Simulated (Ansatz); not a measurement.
In CuCl (zinc blende type) the Cu atom of the primitive cell, with all its periodic images, is moved by 0.06 Å along [111].

```
CELL_PARAMETERS angstrom
0.00000 2.71000 2.71000
2.71000 0.00000 2.71000
2.71000 2.71000 0.00000
ATOMIC_POSITIONS crystal
Cu 0.00639 0.00639 0.00639
Cl 0.25000 0.25000 0.25000
```

All numbers below come from HSE06, plane waves, PAW datasets (generated soft set 1) (Ansatz).

Cutoff 420 eV; exchange singularity: Wigner-Seitz; k-mesh 4×4×4 Γ-centred; Fermi–Dirac smearing of 0.05 eV; no spin polarisation.

What force results?

The force on it along the displacement is -0.1507 eV/Å, a force constant of 2.51 eV/Å². A one-sided step along [111] also holds the cubic anharmonicity.

| atom | Fx (eV/Å) | Fy (eV/Å) | Fz (eV/Å) |
| --- | --- | --- | --- |
| Cu1 | -0.0870 | -0.0870 | -0.0870 |
| Cl2 | 0.0870 | 0.0870 | 0.0870 |

The k-mesh is modest, so these values aren't fully converged in k.
